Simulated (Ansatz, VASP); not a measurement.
ZnS: VASP beside Ansatz

Contents of INCAR:

```
PREC     = Accurate       # precision mode
ENCUT    = 520            # plane-wave cutoff, eV
EDIFF    = 1E-6           # SCF threshold, eV
ISMEAR   = 0              # smearing method
SIGMA    = 0.01           # smearing width, eV
LREAL    = False          # projectors in reciprocal space
LASPH    = True           # aspherical terms in the spheres
NELM     = 60             # most SCF steps
ALGO     = Normal         # electronic algorithm
ISIF     = 2              # what is computed and relaxed
LWAVE    = False          # write WAVECAR
LCHARG   = True           # write CHGCAR
GGA      = PS             # functional
LELF     = True           # ELF
LVHAR    = True         
NBANDS   = 26             # bands
```

KPOINTS

```
Automatic mesh
0
Gamma
  9 9 6
```

The input POSCAR:

```
ZnS
1.0
    3.7822376623      0.0000000000      0.0000000000
   -1.8911188312      3.2755138987      0.0000000000
    0.0000000000      0.0000000000      6.2081819577
Zn S
2 2
Direct
    0.3333333333      0.6666666667     -0.0625000000
    0.6666666667      0.3333333333      0.4375000000
    0.3333333333      0.6666666667      0.4375000000
    0.6666666667      0.3333333333      0.9375000000
```

Input for Ansatz:

```yaml
crystal:
  lattice:
    - [3.7822376623, 0.0, 0.0]
    - [-1.8911188312, 3.2755138987, 0.0]
    - [0.0, 0.0, 6.2081819577]
  atoms:
    - { symbol: Zn, position: [0.3333333333, 0.6666666667, -0.0625] }
    - { symbol: Zn, position: [0.6666666667, 0.3333333333, 0.4375] }
    - { symbol: S, position: [0.3333333333, 0.6666666667, 0.4375] }
    - { symbol: S, position: [0.6666666667, 0.3333333333, 0.9375] }
basis:
  ecutwfc: 420
  xc_grid: 2
kpoints:
  mp_grid: { grid: [9, 9, 6] }
hamiltonian:
  xc: pbesol
  pseudopotentials: { kind: paw, azcp: { folder: soft_1 } }
scf:
  occupations: { method: fixed }
output:
  forces: true
  stress: true
  eigenvalues: true
  polarization: {}
```

Change from the starting cell: polar distortion scaled by 0.00.

Alike in both runs: task single point; functional PBEsol; k mesh 9 × 9 × 6; no spin polarisation.

```csv
,VASP,Ansatz
version,VASP 6.6.1,Ansatz 0.2.0
potentials or method,"VASP PAW PBE potentials, release 64 (Zn, S)","scalar-relativistic, plane waves, PAW"
plane-wave cutoff (eV),520,420
occupations,"gaussian, width 0.01 eV",fixed
valence electrons in the cell,36,36
```

Ansatz gave:

| Item | Value |
| --- | --- |
| gap on the k mesh at the Fermi level (eV) | 2.53 |
| least direct gap on the mesh (eV) | 2.54 |
| pressure (GPa) | 5.9 |
| largest component of the traceless stress (GPa) | 6.52 |

Task: Which values does VASP return?

Result: gap on the k mesh at the Fermi level (eV): 2.55; least direct gap on the mesh (eV): 2.55; pressure (GPa): 6.1; largest component of the traceless stress (GPa): 6.72.

Ansatz warned: «pseudo_functional_mismatch».

Caveats: the PAW data sets were made with another functional, which shifts forces and pressure a little (VASP); an odd mesh through Γ misses points on the zone boundary, where band edges often lie.
